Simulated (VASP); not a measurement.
# BN (P6_3mc) in VASP: single point with HSE06

Aim: the single point of BN with HSE06.

Program: VASP 6.6.1. These are calculated values, not measurements. Logs are shortened: lines on timing, memory, paths and dates and some standing lists are left out, and cuts for length are marked.

**1. Starting point**

Symmetry: P6_3mc, No. 186, hexagonal system. The conventional cell has a = 2.523 Å, b = 2.523 Å, c = 4.175 Å, α = 90.00°, β = 90.00°, γ = 120.00°. Around B (site symmetry 3m) lie 4 N at 1.55 to 1.56 Å. Around N (site symmetry 3m) lie 4 B at 1.55 to 1.56 Å.

Measurements of this composition are mostly on another form, of space group No. 194.

**2. Single point, HSE06**

File POSCAR:

```
BN
1.0
    2.5231814711      0.0000000000      0.0000000000
   -1.2615907356      2.1851392523      0.0000000000
    0.0000000000      0.0000000000      4.1751542026
B N
2 2
Direct
    0.6666666667      0.3333333333      0.9997010673
    0.3333333333      0.6666666667      0.4997010673
    0.6666666667      0.3333333333      0.6252989327
    0.3333333333      0.6666666667      0.1252989327
```

File INCAR.step1:

```
  ALGO = Normal
  EDIFF = 1E-5
  ENCUT = 520
  GGA = PE
  ISIF = 2
  ISMEAR = 0
  LASPH = T
  LREAL = F
  LWAVE = T
  NBANDS = 16
  NELM = 100
  PREC = Accurate
  SIGMA = 0.01
```

File INCAR.step2:

```
  ALGO = Normal
  EDIFF = 1E-6
  ENCUT = 520
  GGA = PE
  HFSCREEN = 0.2079
  ISIF = 2
  ISMEAR = 0
  ISTART = 1
  LASPH = T
  LCHARG = T
  LELF = T
  LHFCALC = T
  LREAL = F
  LVHAR = T
  LWAVE = F
  NBANDS = 16
  NELM = 100
  PREC = Accurate
  PRECFOCK = Normal
  SIGMA = 0.01
```

File KPOINTS:

```
k-points
0
Gamma
  6 6 4
```

Potentials or basis: VASP PAW PBE potentials, release 64 (B, N).

Run with:

```console
$ cat potpaw_PBE.64/B/POTCAR potpaw_PBE.64/N/POTCAR > POTCAR
$ cp INCAR.step1 INCAR
$ mpirun -np 1 vasp_std > vasp.out
$ cp INCAR.step2 INCAR
$ mpirun -np 1 vasp_std > vasp.out
```

OUTCAR:

```text
EDIFF = 1E-6
   ENCUT = 520
   GGA = PE
   HFSCREEN = 0.2079
   ISIF = 2
   ISMEAR = 0
   ISTART = 1
   LASPH = T
   LHFCALC = T
   LREAL = F
   NELM = 100
   PREC = Accurate
   PRECFOCK = Normal

 ion  position               nearest neighbor table
   1  0.667  0.333  1.000-   4 1.55   4 1.55   4 1.55   3 1.56
   2  0.333  0.667  0.500-   3 1.55   3 1.55   3 1.55   4 1.56
   3  0.667  0.333  0.625-   2 1.55   2 1.55   2 1.55   1 1.56
   4  0.333  0.667  0.125-   1 1.55   1 1.55   1 1.55   2 1.56

  LATTYP: Found a hexagonal cell.
 ALAT       =     2.5231814711
 C/A-ratio  =     1.6547181606

  Lattice vectors:

 A1 = (   2.5231814711,   0.0000000000,   0.0000000000)
 A2 = (  -1.2615907356,   2.1851392523,   0.0000000000)
 A3 = (   0.0000000000,   0.0000000000,   4.1751542026)

Analysis of symmetry for initial positions (statically):
=====================================================================
 Subroutine PRICEL returns:
 Original cell was already a primitive cell.

 Routine SETGRP: Setting up the symmetry group for a
 hexagonal supercell.

 Subroutine GETGRP returns: Found 12 space group operations
 (whereof  6 operations were pure point group operations)
 out of a pool of 24 trial point group operations.

The static configuration has the point symmetry C_3v.
 The point group associated with its full space group is C_6v.

Analysis of symmetry for dynamics (positions and initial velocities):
=====================================================================
 Subroutine PRICEL returns:
 Original cell was already a primitive cell.

 Routine SETGRP: Setting up the symmetry group for a
 hexagonal supercell.

 Subroutine GETGRP returns: Found 12 space group operations
 (whereof  6 operations were pure point group operations)
 out of a pool of 24 trial point group operations.

The dynamic configuration has the point symmetry C_3v.
 The point group associated with its full space group is C_6v.

 Subroutine INISYM returns: Found 12 space group operations
 (whereof  6 operations are pure point group operations),
 and found     1 'primitive' translations

----------------------------------------------------------------------------------------

                                     Primitive cell

  volume of cell :      23.0197

  direct lattice vectors                    reciprocal lattice vectors
     2.523181471  0.000000000  0.000000000     0.396325041  0.228818369  0.000000000
    -1.261590736  2.185139252  0.000000000     0.000000000  0.457636738  0.000000000
     0.000000000  0.000000000  4.175154203     0.000000000  0.000000000  0.239512112

  length of vectors
     2.523181471  2.523181471  4.175154203     0.457636738  0.457636738  0.239512112

  position of ions in fractional coordinates (direct lattice)
     0.666666667  0.333333333  0.999701067
     0.333333333  0.666666667  0.499701067
     0.666666667  0.333333333  0.625298933
     0.333333333  0.666666667  0.125298933

  ion indices of the primitive-cell ions
   primitive index   ion index
                 1           1
                 2           2
                 3           3
                 4           4

----------------------------------------------------------------------------------------

 KPOINTS: k-points

Automatic generation of k-mesh.
 Grid dimensions read from file:
 generate k-points for:    6    6    4

 Generating k-lattice:

  Cartesian coordinates                     Fractional coordinates (reciprocal lattice)
     0.066054174  0.038136395  0.000000000     0.166666667 -0.000000000  0.000000000
     0.000000000  0.076272790  0.000000000     0.000000000  0.166666667  0.000000000
     0.000000000  0.000000000  0.059878028     0.000000000  0.000000000  0.250000000

  Length of vectors
     0.076272790  0.076272790  0.059878028

  Shift w.r.t. Gamma in fractional coordinates (k-lattice)
     0.000000000  0.000000000  0.000000000

 Subroutine IBZKPT returns following result:
 ===========================================

 Found     21 irreducible k-points:

 Following reciprocal coordinates:
            Coordinates               Weight
  0.000000  0.000000  0.000000      1.000000
  0.166667  0.000000  0.000000      6.000000
  0.333333 -0.000000  0.000000      6.000000
  0.500000  0.000000  0.000000      3.000000
  0.166667  0.166667  0.000000      6.000000
  0.333333  0.166667  0.000000     12.000000
[... 13 lines left out ...]
  0.333333  0.166667  0.500000     12.000000
  0.333333  0.333333  0.500000      2.000000
   k-points           NKPTS =     21   k-points in BZ     NKDIM =    144   number of bands    NBANDS=     16
   number of dos      NEDOS =    301   number of ions     NIONS =      4
   total plane-waves  NPLWV =  12800
   dimension x,y,z NGX =    20 NGY =   20 NGZ =   32
   dimension x,y,z NGXF=    40 NGYF=   40 NGZF=   64
   ions per type =               2   2
   NGX,Y,Z   is equivalent  to a cutoff of  13.18, 13.18, 12.74 a.u.
   NGXF,Y,Z  is equivalent  to a cutoff of  26.35, 26.35, 25.48 a.u.
 SYSTEM =  unknown system
   PREC   = accura    normal or accurate (medium, high low for compatibility)
   ISTART =      1    job   : 0-new  1-cont  2-samecut
   ICHARG =      0    charge: 1-file 2-atom 10-const
   ISPIN  =      1    spin polarized calculation?
   LNONCOLLINEAR =      F non collinear calculations
   LSORBIT =      F    spin-orbit coupling
   LASPH  =      T    aspherical Exc in radial PAW
   ENCUT  =  520.0 eV  38.22 Ry    6.18 a.u.   4.69  4.69  7.76*2*pi/ulx,y,z
   NELM   =    100;   NELMIN=  2; NELMDL=  0     # of ELM steps
   EDIFF  = 0.1E-05   stopping-criterion for ELM
   LREAL  =      F    real-space projection
   EDIFFG = 0.1E-04   stopping-criterion for IOM
   NSW    =      0    number of steps for IOM
   IBRION =     -1    ionic relax: 0-MD 1-quasi-New 2-CG
   NFREE  =      0    steps in history (QN), initial steepest desc. (CG)
   ISIF   =      2    stress and relaxation
   ISYM   =      3    0-nonsym 1-usesym 2-fastsym
   POTIM  = 0.5000    time-step for ionic-motion
   TEBEG  =    0.0;   TEEND  =   0.0 temperature during run
   PSTRESS=    0.0 pullay stress
   NELECT =      16.0000    total number of electrons
   NUPDOWN=      -1.0000    fix difference up-down
   EMIN   =  10.00;   EMAX   =-10.00  energy-range for DOS
   EFERMI =   0.00;   METHOD = LEGACY
   ISMEAR =     0;   SIGMA  =   0.01  broadening in eV -4-tet -1-fermi 0-gaus
   EFERMI_NEDOS =   21; number of points for ismear=-14 and -15
   IALGO  =     38    algorithm
   IMIX   =      1    mixing-type and parameters
     AMIX     =   0.40;   BMIX     =  1.00
     AMIX_MAG =   1.60;   BMIX_MAG =  1.00
  volume/ion in A,a.u.               =       5.75        38.84
  Fermi-wavevector in a.u.,A,eV,Ry     =   1.450156  2.740398 28.612413  2.102953
  Thomas-Fermi vector in A             =   2.567801
   LORBIT       =      0    0 simple, 1 ext, 2 COOP (PROOUT), +10 PAW based schemes
   GGA     = PE    functional components
   LHFCALC =     T    Hartree Fock is set to
   PRECFOCK=normal    Normal, Fast or Accurate (Low or Medium for compatibility)
   ENCUT4O =  -1.0   cutoff for four orbital integrals eV
   NKREDX  =     1    reduce k-point grid by
   NKREDY  =     1    reduce k-point grid by
   NKREDZ  =     1    reduce k-point grid by
   AEXX    =    0.2500 exact exchange contribution
   HFSCREEN=    0.2079 screening length (either q_TF or 0.3 A-1)
   HFSCREENC=   0.2079 screening length for correlation (either q_TF or 0.3 A-1)
   ENCUTFOCK=  -1.0 apply spherical cutoff to Coloumb kernel
   IVDW    =     0    specifies the selected vdW correction
   LEPSILON=     F    determine dielectric tensor
   LRPA    =     F    only Hartree local field effects (RPA)
 non-spin polarized calculation
 Gauss-broadening in eV      SIGMA  =   0.01
  energy-cutoff  :      520.00
  volume of cell :       23.02
 maximum number of plane-waves:       640
 NGX is ok and might be reduce to    20
  NGX = 16; NGY = 16; NGZ = 24

 number of electron      15.9999999 magnetization

 Free energy of the ion-electron system (eV)
  ---------------------------------------------------
  ext. energy  EPLUGINS =         0.00000000
  ---------------------------------------------------
  free energy    TOTEN  =       -40.57302605 eV

  energy without entropy =      -40.57302605  energy(sigma->0) =      -40.57302605

 E-fermi :   7.1062     XC(G=0): -10.5784

 val. band max:        7.0396850289   @ k =   0.0000   0.0000   0.0000
 cond. band min:      13.5005086447   @ k =   0.3333   0.3333   0.0000
 fundamental gap:      6.4608236158
 Fermi energy:         7.1061898425

 k-point     1 :       0.0000    0.0000    0.0000
  band No.  band energies     occupation
      1     -15.5746      2.00000
      2     -10.9956      2.00000
      3      -5.1005      2.00000
      4       4.6825      2.00000
      5       4.6825      2.00000
      6       6.7501      2.00000
[... 8 lines left out ...]
     15      21.1046      0.00000
     16      25.9024      0.00000

 k-point     2 :       0.1667    0.0000    0.0000
  band No.  band energies     occupation
      1     -14.9141      2.00000
      2     -10.4990      2.00000
      3      -4.4374      2.00000
      4       2.0743      2.00000
      5       3.6336      2.00000
      6       4.8427      2.00000
[... 8 lines left out ...]
     15      22.8860      0.00000
     16      24.6032      0.00000

 k-point     3 :       0.3333   -0.0000    0.0000
  band No.  band energies     occupation
      1     -13.0428      2.00000
      2      -9.4340      2.00000
      3      -2.6003      2.00000
      4      -2.0887      2.00000
      5       0.8920      2.00000
      6       2.1074      2.00000
[... 8 lines left out ...]
     15      25.5899      0.00000
     16      26.1914      0.00000
[... 305 lines left out ...]
 k-point    20 :       0.3333    0.1667    0.5000
  band No.  band energies     occupation
      1     -10.3638      2.00000
      2     -10.3638      2.00000
      3      -3.0611      2.00000
      4      -3.0611      2.00000
      5       0.8735      2.00000
      6       0.8735      2.00000
[... 8 lines left out ...]
     15      25.9827      0.00000
     16      25.9827      0.00000

 k-point    21 :       0.3333    0.3333    0.5000
  band No.  band energies     occupation
      1      -9.5456      2.00000
      2      -9.5456      2.00000
      3      -2.8042      2.00000
      4      -2.8042      2.00000
      5      -1.5319      2.00000
      6      -1.5319      2.00000
[... 8 lines left out ...]
     15      26.5606      0.00000
     16      26.5606      0.00000

------------------------ aborting loop because EDIFF is reached ----------------------------------------

  FORCE on cell =-STRESS in cart. coord.  units (eV):
  Direction    XX          YY          ZZ          XY          YZ          ZX
  --------------------------------------------------------------------------------------
  -------------------------------------------------------------------------------------
  Total        0.9004205      0.9004205      0.7596544     -0.0000000      0.0000000     -0.0000000
  in kB       62.6694442     62.6694442     52.8720916     -0.0000000      0.0000000     -0.0000000
  external PRESSURE =      59.4036600 kB  Pullay stress =       0.0000000 kB

 VOLUME and BASIS-vectors are now :
 -----------------------------------------------------------------------------
  energy-cutoff  :      520.00
  volume of cell :       23.02
      direct lattice vectors                 reciprocal lattice vectors
     2.523181471  0.000000000  0.000000000     0.396325041  0.228818369  0.000000000
    -1.261590736  2.185139252  0.000000000     0.000000000  0.457636738  0.000000000
     0.000000000  0.000000000  4.175154203     0.000000000  0.000000000  0.239512112

 POSITION                                       TOTAL-FORCE (eV/Angst)
 -----------------------------------------------------------------------------------
      1.26159      0.72838      4.17391        -0.000000     -0.000000      0.013357
     -0.00000      1.45676      2.08633        -0.000000     -0.000000      0.013357
      1.26159      0.72838      2.61072         0.000000     -0.000000     -0.013357
     -0.00000      1.45676      0.52314        -0.000000      0.000000     -0.013357
 -----------------------------------------------------------------------------------
    total drift:                               -0.000000      0.000000      0.000090

  FREE ENERGIE OF THE ION-ELECTRON SYSTEM (eV)
  ---------------------------------------------------
  free  energy   TOTEN  =       -40.5730260511 eV

  energy  without entropy=      -40.5730260511  energy(sigma->0) =      -40.57302605
```

Run time: 8.5 min. Hardware: 1 thread of AMD EPYC 9R45 (Zen 5), shared host; peak memory 0.2 GiB.

What came out:

```yaml
Free_energy: -40.5730 eV
Pressure: 5.9 GPa
Largest_force: 0.013 eV/Å
Band_gap_on_the_k_mesh: 6.46 eV, indirect (least direct gap 10.09 eV)
```

Forces on the atoms (eV/Å):
```
B    0.000  0.000  0.013
B    0.000  0.000  0.013
N    0.000  0.000 -0.013
N    0.000  0.000 -0.013
```

Levels at points of the mesh, in eV from the valence-band top:
```
           k point  band 4  band 5  band 6  band 7  band 8  band 9  band 10  band 11  band 12  band 13
(0.00, 0.00, 0.00)   -2.36   -2.36   -0.29    0.00    0.00   10.19    10.19    10.48    11.56    13.01
(0.50, 0.00, 0.00)   -8.70   -7.69   -5.54   -4.85   -2.35    8.25     9.57    12.55    13.49    15.28
(0.00, 0.00, 0.50)   -6.33   -1.30   -1.30   -1.30   -1.30   11.47    11.47    11.87    11.87    11.87
(0.50, 0.00, 0.50)  -11.15   -4.19   -4.19   -3.97   -3.97    8.15     8.15    11.86    11.86    16.69
```

Caveat: the k mesh is coarse (spacing up to 0.48 Å⁻¹), so the values aren't converged, least of all with exact exchange; the PAW data sets were made with another functional, which shifts forces and pressure a little.
